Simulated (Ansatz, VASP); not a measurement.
**BN in VASP and in Ansatz**

File INCAR:

```
PREC     = Accurate       # precision mode
ENCUT    = 520            # plane-wave cutoff, eV
EDIFF    = 1E-6           # SCF threshold, eV
ISMEAR   = 0              # smearing method
SIGMA    = 0.02           # smearing width, eV
LREAL    = F              # projectors in reciprocal space
LASPH    = T              # aspherical terms in the spheres
NELM     = 100            # most SCF steps
ALGO     = Normal         # electronic algorithm
ISIF     = 2              # what is computed and relaxed
LWAVE    = F              # write WAVECAR
LCHARG   = T              # write CHGCAR
GGA      = PE             # functional
LELF     = T              # ELF
LVHAR    = T            
NBANDS   = 11             # bands
```

The input KPOINTS:

```
Automatic mesh
0
Gamma
  12 12 12
```

Contents of POSCAR:

```
BN
1.0
    1.2351324468      0.7131040506      3.2286402695
   -1.2351324468      0.7131040506      3.2286402695
    0.0000000000     -1.4262081014      3.2286402695
B N
1 1
Direct
    0.9967064225      0.9967064225      0.9967064225
    0.3357265775      0.3357265775      0.3357265775
```

Input for Ansatz:

```yaml
crystal:
  lattice:
    - [1.2351324468, 0.7131040506, 3.2286402695]
    - [-1.2351324468, 0.7131040506, 3.2286402695]
    - [0.0, -1.4262081014, 3.2286402695]
  atoms:
    - { symbol: B, position: [0.9967064225, 0.9967064225, 0.9967064225] }
    - { symbol: "N", position: [0.3357265775, 0.3357265775, 0.3357265775] }
basis:
  ecutwfc: 420
kpoints:
  mp_grid: { grid: [12, 12, 12] }
hamiltonian:
  xc: pbe
scf:
  occupations: { method: gaussian, width: 0.02 }
output:
  forces: true
  stress: true
  eigenvalues: true
```

Alike in both runs: task single point; functional PBE; k mesh 12 × 12 × 12; occupations gaussian, width 0.02 eV; no spin polarisation.

|  | VASP | Ansatz |
| --- | --- | --- |
| version | VASP 6.6.1 | Ansatz 0.2.0 |
| potentials or method | VASP PAW PBE potentials, release 64 (B, N) | scalar-relativistic, plane waves, PAW |
| plane-wave cutoff (eV) | 520 | 420 |
| valence electrons in the cell | 8 | 8 |

```tsv
	VASP	Ansatz	Ansatz less VASP
gap on the k mesh at the Fermi level (eV)	4.15	4.16	+0.008
least direct gap on the mesh (eV)	4.77	4.77	+0.003
pressure (GPa)	14.3	14.2	-0.09
largest component of the traceless stress (GPa)	10.68	10.47	-0.216
rms of the force components (eV/Å)	0.413	0.411	-0.0017
```

Atom by atom the forces differ by 0.002 eV/Å (rms over components). With one functional, cell and mesh, what is left measures potentials, basis and numerics.

A k mesh can miss the band edges.
